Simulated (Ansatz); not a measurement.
Geometry optimisation in Ansatz: input, command and trajectory.

```yaml
crystal:
  lattice:
    - [-1.5379656666, 1.5379656666, 3.4354557748]
    - [1.5379656666, -1.5379656666, 3.4354557748]
    - [1.5379656666, 1.5379656666, -3.4354557748]
  atoms:
    - { symbol: Ni, position: [0.0, 0.0, 0.0], spin: 1.88 }
    - { symbol: O, position: [0.5, 0.5, 0.0], spin: 1.29 }
    - { symbol: O, position: [0.25, 0.75, 0.5], spin: 0.99 }
    - { symbol: O, position: [0.75, 0.25, 0.5], spin: 0.99 }
basis:
  ecutwfc: 420
kpoints:
  mp_grid: { grid: [8, 8, 8] }
hamiltonian:
  xc: pbe
scf:
  occupations: { method: gaussian, width: 0.1 }
  lower_state_search: "off"
output:
  forces: true
  stress: true
  eigenvalues: true
  populations: true
magnetization:
  spin_polarized: true
relax:
  adjacent_minimum: "off"
  f_tol: 0.04
  max_steps: 70
  cell: { stress_tol: 0.4 }
```

```bash
ansatz run input.yaml --threads 1 --pin off --max-ram 2560MiB --backend cpu --events-out ev --progress --plain --runs-dir out
```

Method: DFT PBE, scalar-relativistic, plane waves, PAW (Ansatz 0.2.0).

Of 35 frames 10 are shown, positions in Å and forces in eV/Å; the SCF threshold varies from step to step. Steps run on the plane waves of an earlier cell, with a Pulay correction in the pressure. The basis is chosen afresh for the last frame, the zero of the energies, and at times for earlier ones too; energy and pressure step there, also at an unchanged geometry. Here that happened at steps 12 (-97 meV/atom, 11.1 GPa), 21 (-42 meV/atom, 3.9 GPa), 27 (-19 meV/atom, 1.4 GPa), 30 (-8 meV/atom, 0.5 GPa); the frames before carry an error of that size. The mark taken_back stands on steps that the optimiser undid. The end is built of layers, and without a dispersion correction their distances are poorly fixed.

```xyz
4
Lattice="-1.5380 1.5380 3.4355 1.5380 -1.5380 3.4355 1.5380 1.5380 -3.4355" Properties=species:S:1:pos:R:3:forces:R:3 pbc="T T T" step=1 free_energy_over_end_meV_per_atom=509.19 pressure_GPa=15.38
Ni    0.0000    0.0000    0.0000    0.0000    0.0000    0.0000
O     0.0000    0.0000    3.4355    0.0000    0.0000    0.0000
O     1.5380    0.0000    1.7177    0.0000    0.0000    0.0000
O     0.0000    1.5380    1.7177    0.0000    0.0000    0.0000
4
Lattice="-1.4916 1.4916 4.0354 1.4916 -1.4916 4.0354 1.4916 1.4916 -4.0354" Properties=species:S:1:pos:R:3:forces:R:3 pbc="T T T" step=5 free_energy_over_end_meV_per_atom=408.44 pressure_GPa=-11.68
Ni    0.0000    0.0000    0.0000    0.0000    0.0000    0.0000
O     0.0000    0.0000    4.0354    0.0000    0.0000    0.0000
O     1.4916    0.0000    2.0177    0.0000    0.0000    0.0000
O     0.0000    1.4916    2.0177    0.0000    0.0000    0.0000
4
Lattice="-1.4539 1.4539 4.2644 1.4539 -1.4539 4.2644 1.4539 1.4539 -4.2644" Properties=species:S:1:pos:R:3:forces:R:3 pbc="T T T" step=9 free_energy_over_end_meV_per_atom=384.12 pressure_GPa=-19.28 taken_back
Ni    0.0000    0.0000    0.0000    0.0000    0.0000    0.0000
O     0.0000    0.0000    4.2644    0.0000    0.0000    0.0000
O     1.4539    0.0000    2.1322    0.0000    0.0000    0.0000
O     0.0000    1.4539    2.1322    0.0000    0.0000    0.0000
4
Lattice="-1.3828 1.3828 4.2649 1.3828 -1.3828 4.2649 1.3828 1.3828 -4.2649" Properties=species:S:1:pos:R:3:forces:R:3 pbc="T T T" step=12 free_energy_over_end_meV_per_atom=216.44 pressure_GPa=11.09
Ni    0.0000    0.0000    0.0000    0.0000    0.0000    0.0000
O     0.0000    0.0000    4.2649    0.0000    0.0000    0.0000
O     1.3828    0.0000    2.1324    0.0000    0.0000    0.0000
O     0.0000    1.3828    2.1324    0.0000    0.0000    0.0000
4
Lattice="-1.3530 1.3530 4.8966 1.3530 -1.3530 4.8966 1.3530 1.3530 -4.8966" Properties=species:S:1:pos:R:3:forces:R:3 pbc="T T T" step=16 free_energy_over_end_meV_per_atom=106.86 pressure_GPa=0.12
Ni    0.0000    0.0000    0.0000    0.0000    0.0000    0.0000
O     0.0000    0.0000    4.8966    0.0000    0.0000    0.0000
O     1.3530    0.0000    2.4483    0.0000    0.0000    0.0000
O     0.0000    1.3530    2.4483    0.0000    0.0000    0.0000
4
Lattice="-1.3424 1.3424 4.9343 1.3424 -1.3424 4.9343 1.3424 1.3424 -4.9343" Properties=species:S:1:pos:R:3:forces:R:3 pbc="T T T" step=20 free_energy_over_end_meV_per_atom=104.28 pressure_GPa=-0.02
Ni    0.0000    0.0000    0.0000    0.0000    0.0000    0.0000
O     0.0000    0.0000    4.9343    0.0000    0.0000    0.0000
O     1.3424    0.0000    2.4671    0.0000    0.0000    0.0000
O     0.0000    1.3424    2.4671    0.0000    0.0000    0.0000
4
Lattice="-1.3340 1.3340 5.3144 1.3340 -1.3340 5.3144 1.3340 1.3340 -5.3144" Properties=species:S:1:pos:R:3:forces:R:3 pbc="T T T" step=24 free_energy_over_end_meV_per_atom=35.39 pressure_GPa=1.12
Ni    0.0000    0.0000    0.0000    0.0000    0.0000    0.0000
O     0.0000    0.0000    5.3144    0.0000    0.0000    0.0000
O     1.3340    0.0000    2.6572    0.0000    0.0000    0.0000
O     0.0000    1.3340    2.6572    0.0000    0.0000    0.0000
4
Lattice="-1.3314 1.3314 5.4612 1.3314 -1.3314 5.4612 1.3314 1.3314 -5.4612" Properties=species:S:1:pos:R:3:forces:R:3 pbc="T T T" step=27 free_energy_over_end_meV_per_atom=16.00 pressure_GPa=1.44
Ni    0.0000    0.0000    0.0000    0.0000    0.0000    0.0000
O     0.0000    0.0000    5.4612    0.0000    0.0000    0.0000
O     1.3314    0.0000    2.7306    0.0000    0.0000    0.0000
O     0.0000    1.3314    2.7306    0.0000    0.0000    0.0000
4
Lattice="-1.3267 1.3267 5.9442 1.3267 -1.3267 5.9442 1.3267 1.3267 -5.9442" Properties=species:S:1:pos:R:3:forces:R:3 pbc="T T T" step=31 free_energy_over_end_meV_per_atom=3.43 pressure_GPa=0.31
Ni    0.0000    0.0000    0.0000    0.0000    0.0000    0.0000
O     0.0000    0.0000    5.9442    0.0000    0.0000    0.0000
O     1.3267    0.0000    2.9721    0.0000    0.0000    0.0000
O     0.0000    1.3267    2.9721    0.0000    0.0000    0.0000
4
Lattice="-1.3258 1.3258 6.1051 1.3258 -1.3258 6.1051 1.3258 1.3258 -6.1051" Properties=species:S:1:pos:R:3:forces:R:3 pbc="T T T" step=35 free_energy_over_end_meV_per_atom=0.00 pressure_GPa=0.20
Ni    0.0000    0.0000    0.0000    0.0000    0.0000    0.0000
O     0.0000    0.0000    6.1051    0.0000    0.0000    0.0000
O     1.3258    0.0000    3.0525    0.0000    0.0000    0.0000
O     0.0000    1.3258    3.0525    0.0000    0.0000    0.0000
```

The start puts this composition into another compound's structure type, which needn't suit it. The cell swells from 8.1 to 10.7 Å³ an atom, so the end can be far from any stable crystal. At the end the space group is I4/mmm (tolerance 0.05 Å).

It took 4.4 min on 1 thread of Intel(R) Xeon(R) 6975P-C (Granite Rapids), with other jobs on the host, peak memory 0.65 GiB.

The state reached may not be the lowest one. The k mesh is coarse. Moments started parallel, and an antiferromagnetic order may lie lower.